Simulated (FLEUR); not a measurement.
**Fe: magnetism against the ratio c/a**

Aim: follow the moments and order energies of Fe as the ratio c/a changes.

Program: FLEUR MaX-R8.1. Level of theory: PBE; all-electron FLAPW, Dirac cores, scalar-relativistic bands. Results are calculated unless marked as measured.

The database entry behind the starting cell differs from later determinations by our own check (an axis about 0.7 % long against later determinations), so it need not match the best structure at ambient conditions.

### 1. The starting structure

It takes space group Im-3m (No. 229, cubic). Conventional cell: a = 2.886 Å, b = 2.886 Å, c = 2.886 Å, α = 90.00°, β = 90.00°, γ = 90.00°. Fe has 8 Fe at 2.50 Å nearest.

Structure file:

```cif
data_structure
_symmetry_space_group_name_H-M 'Im-3m'
_symmetry_Int_Tables_number 229
_cell_length_a 2.8860
_cell_length_b 2.8860
_cell_length_c 2.8860
_cell_angle_alpha 90.000
_cell_angle_beta 90.000
_cell_angle_gamma 90.000
_cell_volume 24.04
loop_
_atom_site_label
_atom_site_type_symbol
_atom_site_symmetry_multiplicity
_atom_site_Wyckoff_symbol
_atom_site_fract_x
_atom_site_fract_y
_atom_site_fract_z
_atom_site_occupancy
Fe1 Fe 2 a 0.00000 0.00000 0.00000 1
```

### 2. Factor 1, start ferro +

The scan starts at the cell as given.

Lengths along (0, 0, 1) take the factor and those normal to it its inverse root, so the volume stays. Atoms keep their fractional places. Spheres, Kmax and the mesh are the same at all points, the spheres being those of the tightest cell. inpgen writes inp.xml from crystal.txt; cutoffs, mixing, functional, smearing and local orbitals are then set in the file. The k list default-1 (kpts.xml, not shown) is a Γ-centred 14×14×14 mesh; where the ranks do not divide the number of points, some are split in two of half the weight.

Input file inp.xml:

```
<?xml version="1.0" encoding="UTF-8" standalone="no"?>
<fleurInput fleurInputVersion="0.39">
   <comment>
      Fe
   </comment>
   <calculationSetup>
      <cutoffs Kmax="3.6" Gmax="10.8" GmaxXC="10.8" numbands="0"/>
      <scfLoop itmax="110" minDistance="0.00002" maxIterBroyd="15" imix="Anderson" alpha="0.05" precondParam="0.0" spinf="2.0" sdNocoIR="T"/>
      <coreElectrons ctail="T" frcor="F" kcrel="0" coretail_lmax="0"/>
      <xcFunctional name="pbe" relativisticCorrections="F"/>
      <magnetism jspins="2"/>
      <soc l_soc="F" theta="0.0" phi="0.0" spav="F"/>
      <expertModes spex="0" secvar="F"/>
      <geometryOptimization l_f="F" forcealpha="1.0" forcemix="BFGS" epsdisp="0.00001" epsforce="0.00001"/>
      <ldaU l_linMix="F" mixParam="0.05" spinf="1.0"/>
   </calculationSetup>
   <cell>
      <bzIntegration valenceElectrons="16.0" mode="hist" fermiSmearingEnergy="0.00183747">
         <kPointListSelection listName="default-1"/>
         <xi:include xmlns:xi="http://www.w3.org/2001/XInclude" href="kpts.xml"> </xi:include>
      </bzIntegration>
      <xi:include xmlns:xi="http://www.w3.org/2001/XInclude" href="sym.xml"> </xi:include>
      <bulkLattice scale="1.0">
         <bravaisMatrix>
            <row-1>   -2.7268747977977998     2.7268747977977998     2.7268747977977998</row-1>
            <row-2>    2.7268747977977998    -2.7268747977977998     2.7268747977977998</row-2>
            <row-3>    2.7268747977977998     2.7268747977977998    -2.7268747977977998</row-3>
         </bravaisMatrix>
      </bulkLattice>
   </cell>
   <atomSpecies>
      <species name="Iron (Fe) 2.800" element="Fe" atomicNumber="26">
         <mtSphere radius="2.3" gridPoints="761" logIncrement="0.016"/>
         <atomicCutoffs lmax="8" lnonsphr="6"/>
         <electronConfig flipSpins="F">
            <coreConfig>(1s1/2) (2s1/2) (2p1/2) (2p3/2)</coreConfig>
            <valenceConfig>(3s1/2) (3p1/2) (3p3/2) (4s1/2) (3d3/2) (3d5/2)</valenceConfig>
            <stateOccupation state="(3d3/2)" spinUp="1.4" spinDown="1.0"/>
            <stateOccupation state="(3d5/2)" spinUp="3.0" spinDown="0.6"/>
         </electronConfig>
         <energyParameters s="4" p="4" d="3" f="4"/>
         <lo type="SCLO" l="0" n="3" eDeriv="0"/>
         <lo type="SCLO" l="1" n="3" eDeriv="0"/>
      </species>
   </atomSpecies>
   <atomGroups>
      <atomGroup species="Iron (Fe) 2.800">
         <relPos label="                   1">.0000000000 .0000000000 .0000000000</relPos>
         <force calculate="T" relaxXYZ="TTT"/>
      </atomGroup>
   </atomGroups>
   <output dos="F" band="F" slice="F">
      <bandDOS minEnergy="-.5*Htr" maxEnergy="0.5*Htr" sigma="0.015" storeEVData="T"/>
      <plotting iplot="0" polar="F">
         <plot TwoD="T" vec1="  1.0  0.0  0.0" vec2="  0.0  1.0  0.0" vec3="  0.0  0.0  1.0" zero="  0.0  0.0  0.0" file="plot"/>
      </plotting>
      <moessbauerParams electricFieldGradient="F" isomerShift="F" coreHyperfine="F" valenceHyperfine="F"/>
   </output>
</fleurInput>
```

Input file crystal.txt:

```
Fe
&input film=F cartesian=F /
-1.44300000000  1.44300000000  1.44300000000
1.44300000000  -1.44300000000  1.44300000000
1.44300000000  1.44300000000  -1.44300000000
1.8897261246
1.0 1.0 1.0

1
26 0.00000000000  0.00000000000  0.00000000000 : 2.800

&kpt div1=14 div2=14 div3=14 gamma=T /
```

Launch:

```sh
> OMP_NUM_THREADS=1 inpgen -f crystal.txt > inpgen.log  # inp.xml is then edited as shown
> OMP_NUM_THREADS=1 mpirun -n 4 fleur_MPI > fleur.log
```

The log of the run:

```text
Welcome to FLEUR        (www.flapw.de)
      MaX-Release 8.1          (www.max-centre.eu)

 ========== k-point set info ==========
 Selected k-point list: default-1
 k-point list type: mesh
 14 x 14 x 14
 Number of k points: 104

 ------------Calculation Setup---------------------------
 Number of MPI-tasks      :            4
 Number of PE/node        :            4
 Number of OMP-threads    :            1
 k-points in parallel     :            4
 pe's per k-point         :            1
 No of k-point loops      :           26
 Eigenvalue solver        :       lapack
 Number of basis functions:           74
 Approximate size of matrices (H+S) per k-point:         0.000 GB
 --------------------------------------------------------
 Iteration:     1   Distance:      11.14010803 me/bohr^3
 Iteration:     2   Distance:       9.17399940 me/bohr^3
 Iteration:     3   Distance:       6.12279040 me/bohr^3
 Iteration:     4   Distance:       3.28001688 me/bohr^3
 Iteration:     5   Distance:       2.54501940 me/bohr^3
 Iteration:     6   Distance:       2.69618733 me/bohr^3
 Iteration:     7   Distance:       1.13444489 me/bohr^3
 Iteration:     8   Distance:       1.18861515 me/bohr^3
 Iteration:     9   Distance:       1.09869451 me/bohr^3
 Iteration:    10   Distance:       0.44728832 me/bohr^3
 Iteration:    11   Distance:       0.10184196 me/bohr^3
 Iteration:    12   Distance:       0.06884954 me/bohr^3
 Iteration:    13   Distance:       0.00381633 me/bohr^3
 Iteration:    14   Distance:       0.00154681 me/bohr^3
 Iteration:    15   Distance:       0.00066798 me/bohr^3
 Iteration:    16   Distance:       0.00065217 me/bohr^3
 Iteration:    17   Distance:       0.00006359 me/bohr^3
 Iteration:    18   Distance:       0.00004534 me/bohr^3
 Iteration:    19   Distance:       0.00001027 me/bohr^3

 ********************************************************************
 Run finished successfully
 Stop message:
   all done
 ********************************************************************

--- out.xml (last complete iteration) ---
<iteration numberForCurrentRun="   19" overallNumber="   19">
         [... left out ...]
         <bandgap value="0.0179228003" units="eV"/>
         <sumValenceSingleParticleEnergies value="-13.2652131636" units="Htr"/>
         <FermiEnergy value="0.3327495327" units="Htr"/>
         <valenceDensity>
            <mtCharges spin="1">
               <mtCharge atomType="1" total="8.5971702" s="1.1893935" p="3.1637174" d="4.2263192" f="0.0134205"/>
            </mtCharges>
            <mtCharges spin="2">
               <mtCharge atomType="1" total="6.2687704" s="1.1965163" p="3.2020236" d="1.8579183" f="0.0098624"/>
            </mtCharges>
            <spinDependentCharge spin="1" total="9.1343116" interstitial="0.5371413" mtSpheres="8.5971702"/>
            <spinDependentCharge spin="2" total="6.8656884" interstitial="0.5969180" mtSpheres="6.2687704"/>
            <totalCharge value="16.0000000000"/>
         </valenceDensity>
         [... left out ...]
         <magneticMomentsInMTSpheres units="muBohr">
            <globalMagMoment atomType="1" vec="0.00000   0.00000   2.32840"/>
            <localMagMoment atomType="1" vec="0.00000   0.00000   2.32840"/>
         </magneticMomentsInMTSpheres>
         [... left out ...]
         <totalEnergy value="    -1272.8025047771" units="Htr">
            <sumOfEigenvalues value="     -735.7699431009">
               <coreElectrons value="-722.5047299373"/>
               <valenceElectrons value="-13.2652131636"/>
            </sumOfEigenvalues>
            <densityCoulombPotentialIntegral value="-1953.3526677982"/>
            <densityEffectivePotentialIntegral value="-2025.9567795291"/>
            <chargeDenXCDenIntegral value="-55.9345476375"/>
            <FockExchangeEnergyValence value="0.0000000000"/>
            <FockExchangeEnergyCore value="0.0000000000"/>
         [... left out ...]
            <tkbTimesEntropy value="0.0003008854"/>
            <freeEnergy value="-1272.8028056625"/>
            <extrapolationTo0K value="-1272.8026552198"/>
         </totalEnergy>
         <densityConvergence units="me/bohr^3">
            <chargeDensity spin="1" distance="0.0000048840"/>
            <chargeDensity spin="2" distance="0.0000079220"/>
            <overallChargeDensity distance="0.0000082350"/>
            <spinDensity distance="0.0000102668"/>
         </densityConvergence>
      </iteration>
```

It took 7.1 s on 4 MPI ranks of Arm Neoverse V1, shared host; peak memory 0.15 GiB; 28 s of CPU time.

Read from the output:

| Item | Value |
| --- | --- |
| free energy | -34634.7288 eV |
| program's band gap on this mesh (in a metal only a level spacing) | 0.01792 eV |
| magnetization | 2.269 μB |
| final state | ferromagnetic |
| largest moment | 2.328 μB |

After 19 cycles the largest moment stands at 2.33 μB.

### 3. Factor 1, start antiferro q=(0,0,1/2) +-

The k list default-1 (kpts.xml, not shown) is a Γ-centred 14×14×7 mesh.

inp.xml: that of step 2 with these lines changed.

```diff
@@ -17,3 +17,3 @@
    <cell>
-      <bzIntegration valenceElectrons="16.0" mode="hist" fermiSmearingEnergy="0.00183747">
+      <bzIntegration valenceElectrons="32.0" mode="hist" fermiSmearingEnergy="0.00183747">
          <kPointListSelection listName="default-1"/>
@@ -26,3 +26,3 @@
             <row-2>    2.7268747977977998    -2.7268747977977998     2.7268747977977998</row-2>
-            <row-3>    2.7268747977977998     2.7268747977977998    -2.7268747977977998</row-3>
+            <row-3>    5.4537495955955997     5.4537495955955997    -5.4537495955955997</row-3>
          </bravaisMatrix>
@@ -44,2 +44,15 @@
       </species>
+      <species name="Iron (Fe) -2.800" element="Fe" atomicNumber="26">
+         <mtSphere radius="2.3" gridPoints="761" logIncrement="0.016"/>
+         <atomicCutoffs lmax="8" lnonsphr="6"/>
+         <electronConfig flipSpins="F">
+            <coreConfig>(1s1/2) (2s1/2) (2p1/2) (2p3/2)</coreConfig>
+            <valenceConfig>(3s1/2) (3p1/2) (3p3/2) (4s1/2) (3d3/2) (3d5/2)</valenceConfig>
+            <stateOccupation state="(3d3/2)" spinUp="1.0" spinDown="1.4"/>
+            <stateOccupation state="(3d5/2)" spinUp="0.6" spinDown="3.0"/>
+         </electronConfig>
+         <energyParameters s="4" p="4" d="3" f="4"/>
+         <lo type="SCLO" l="0" n="3" eDeriv="0"/>
+         <lo type="SCLO" l="1" n="3" eDeriv="0"/>
+      </species>
    </atomSpecies>
@@ -48,2 +61,6 @@
          <relPos label="                   1">.0000000000 .0000000000 .0000000000</relPos>
+         <force calculate="T" relaxXYZ="TTT"/>
+      </atomGroup>
+      <atomGroup species="Iron (Fe) -2.800">
+         <relPos label="                   2">.0000000000 .0000000000 1.000/2.000</relPos>
          <force calculate="T" relaxXYZ="TTT"/>
```

Input file crystal.txt:

```
Fe
&input film=F cartesian=F /
-1.44300000000  1.44300000000  1.44300000000
1.44300000000  -1.44300000000  1.44300000000
2.88600000000  2.88600000000  -2.88600000000
1.8897261246
1.0 1.0 1.0

2
26 0.00000000000  0.00000000000  0.00000000000 : 2.800
26 0.00000000000  0.00000000000  0.50000000000 : -2.800

&kpt div1=14 div2=14 div3=7 gamma=T /
```

The log of the run:

```text
[banner, memory and clock lines left out]
Welcome to FLEUR        (www.flapw.de)
      MaX-Release 8.1          (www.max-centre.eu)

 ========== k-point set info ==========
 Selected k-point list: default-1
 k-point list type: mesh
 14 x 14 x 7
 Number of k points: 372

 [... set-up left out ...]
 Iteration:     1   Distance:      14.36956049 me/bohr^3
 Iteration:     2   Distance:      12.19410724 me/bohr^3
 Iteration:     3   Distance:       8.25602158 me/bohr^3
 Iteration:     4   Distance:       7.72345713 me/bohr^3
 Iteration:     5   Distance:       4.61232086 me/bohr^3
 Iteration:     6   Distance:       4.62662012 me/bohr^3
 Iteration:     7   Distance:       2.51040640 me/bohr^3
 Iteration:     8   Distance:       2.65541431 me/bohr^3
[... lines left out ...]
 Iteration:    20   Distance:       0.00100485 me/bohr^3
 Iteration:    21   Distance:       0.00038954 me/bohr^3
 Iteration:    22   Distance:       0.00033281 me/bohr^3
 Iteration:    23   Distance:       0.00014739 me/bohr^3
 Iteration:    24   Distance:       0.00005059 me/bohr^3
 Iteration:    25   Distance:       0.00000916 me/bohr^3

 ********************************************************************
 Run finished successfully
 Stop message:
   all done
 ********************************************************************

--- out.xml (last complete iteration) ---
<iteration numberForCurrentRun="   25" overallNumber="   25">
         [... left out ...]
         <bandgap value="-0.0000000002" units="eV"/>
         <sumValenceSingleParticleEnergies value="-26.6164919791" units="Htr"/>
         <FermiEnergy value="0.3461721191" units="Htr"/>
         [... left out ...]
         <magneticMomentsInMTSpheres units="muBohr">
            <globalMagMoment atomType="1" vec="0.00000   0.00000   2.14738"/>
            <globalMagMoment atomType="2" vec="0.00000   0.00000  -2.14738"/>
         </magneticMomentsInMTSpheres>
         [... left out ...]
         <totalEnergy value="    -2545.5885358865" units="Htr">
            <sumOfEigenvalues value="    -1471.7519203970">
               <coreElectrons value="-1445.1354284179"/>
               <valenceElectrons value="-26.6164919791"/>
            </sumOfEigenvalues>
         [... left out ...]
            <freeEnergy value="-2545.5895405421"/>
            <extrapolationTo0K value="-2545.5890382143"/>
         </totalEnergy>
         <densityConvergence units="me/bohr^3">
            <chargeDensity spin="1" distance="0.0000064172"/>
            <chargeDensity spin="2" distance="0.0000064472"/>
            <overallChargeDensity distance="0.0000091633"/>
            <spinDensity distance="0.0000090293"/>
         </densityConvergence>
      </iteration>
```

Run time: 62 s. Hardware: 4 MPI ranks; peak memory 0.27 GiB.

This step gave:

```yaml
free_energy: -69269.0202 eV
magnetization: 0 μB
final_state: antiferromagnetic
largest_moment: 2.147 μB
```

After 25 cycles the largest moment stands at 2.15 μB.

### 4. Factor 1.1, start ferro +

The farthest finished point is shown in full.

The k list default-1 (kpts.xml, not shown) is a Γ-centred 14×14×14 mesh.

inp.xml: that of step 3 with these lines changed.

```diff
@@ -17,3 +17,3 @@
    <cell>
-      <bzIntegration valenceElectrons="32.0" mode="hist" fermiSmearingEnergy="0.00183747">
+      <bzIntegration valenceElectrons="16.0" mode="hist" fermiSmearingEnergy="0.00183747">
          <kPointListSelection listName="default-1"/>
@@ -24,5 +24,5 @@
          <bravaisMatrix>
-            <row-1>   -2.7268747977977998     2.7268747977977998     2.7268747977977998</row-1>
-            <row-2>    2.7268747977977998    -2.7268747977977998     2.7268747977977998</row-2>
-            <row-3>    5.4537495955955997     5.4537495955955997    -5.4537495955955997</row-3>
+            <row-1>   -2.5999731052920096     2.5999731052920096     2.9995622775775796</row-1>
+            <row-2>    2.5999731052920096    -2.5999731052920096     2.9995622775775796</row-2>
+            <row-3>    2.5999731052920096     2.5999731052920096    -2.9995622775775796</row-3>
          </bravaisMatrix>
@@ -44,15 +44,2 @@
       </species>
-      <species name="Iron (Fe) -2.800" element="Fe" atomicNumber="26">
-         <mtSphere radius="2.3" gridPoints="761" logIncrement="0.016"/>
-         <atomicCutoffs lmax="8" lnonsphr="6"/>
-         <electronConfig flipSpins="F">
-            <coreConfig>(1s1/2) (2s1/2) (2p1/2) (2p3/2)</coreConfig>
-            <valenceConfig>(3s1/2) (3p1/2) (3p3/2) (4s1/2) (3d3/2) (3d5/2)</valenceConfig>
-            <stateOccupation state="(3d3/2)" spinUp="1.0" spinDown="1.4"/>
-            <stateOccupation state="(3d5/2)" spinUp="0.6" spinDown="3.0"/>
-         </electronConfig>
-         <energyParameters s="4" p="4" d="3" f="4"/>
-         <lo type="SCLO" l="0" n="3" eDeriv="0"/>
-         <lo type="SCLO" l="1" n="3" eDeriv="0"/>
-      </species>
    </atomSpecies>
@@ -61,6 +48,2 @@
          <relPos label="                   1">.0000000000 .0000000000 .0000000000</relPos>
-         <force calculate="T" relaxXYZ="TTT"/>
-      </atomGroup>
-      <atomGroup species="Iron (Fe) -2.800">
-         <relPos label="                   2">.0000000000 .0000000000 1.000/2.000</relPos>
          <force calculate="T" relaxXYZ="TTT"/>
```

Input file crystal.txt:

```
Fe
&input film=F cartesian=F /
-1.37584651630  1.37584651630  1.58730000000
1.37584651630  -1.37584651630  1.58730000000
1.37584651630  1.37584651630  -1.58730000000
1.8897261246
1.0 1.0 1.0

1
26 0.00000000000  0.00000000000  0.00000000000 : 2.800

&kpt div1=14 div2=14 div3=14 gamma=T /
```

The log of the run:

```text
[banner, memory and clock lines left out]
Welcome to FLEUR        (www.flapw.de)
      MaX-Release 8.1          (www.max-centre.eu)

 ========== k-point set info ==========
 Selected k-point list: default-1
 k-point list type: mesh
 14 x 14 x 14
 Number of k points: 244

 [... set-up left out ...]
 Iteration:     1   Distance:      11.12422837 me/bohr^3
 Iteration:     2   Distance:       9.22853654 me/bohr^3
 Iteration:     3   Distance:       6.19173527 me/bohr^3
 Iteration:     4   Distance:       4.31999327 me/bohr^3
 Iteration:     5   Distance:       1.35729663 me/bohr^3
[...]
<sumOfEigenvalues value="     -735.7351763043">
               <coreElectrons value="-722.4839203918"/>
               <valenceElectrons value="-13.2512559125"/>
            </sumOfEigenvalues>
         [... left out ...]
            <freeEnergy value="-1272.8013672922"/>
            <extrapolationTo0K value="-1272.8011983821"/>
         </totalEnergy>
         <densityConvergence units="me/bohr^3">
            <chargeDensity spin="1" distance="0.0000014028"/>
            <chargeDensity spin="2" distance="0.0000019417"/>
            <overallChargeDensity distance="0.0000019903"/>
            <spinDensity distance="0.0000027414"/>
         </densityConvergence>
      </iteration>
```

Elapsed: 13 s, on 4 MPI ranks; peak memory 0.17 GiB.

Spin moment in the muffin-tin sphere by atom:

```
atom  spin moment in the muffin-tin sphere (μB)
 Fe1                                       2.43
```

Numbers from this step:

```
free energy                                                       : -34634.6896 eV
program's band gap on this mesh (in a metal only a level spacing) : 0.008489 eV
magnetization                                                     : 2.373 μB
final state                                                       : ferromagnetic
```

After 23 cycles the largest moment stands at 2.43 μB.

(Part 1 of 2 ends here.)

[Logs and program files are shortened in this print: banners, set-up blocks, solver, clock and traceback lines can be left out without a mark of their own.]

[Logs are printed without paths, hosts, clocks, repeated set-up lines and the standing remarks that a program may print on its own settings, such as how far it seeks lower states.]

[Hosts, paths, dates, database ids (printed as entryN), source tags and the programs' standing remarks are cut or masked in the printed files.]

[Where a cell is said to come from a database of computed structures, the database is the Materials Project.]
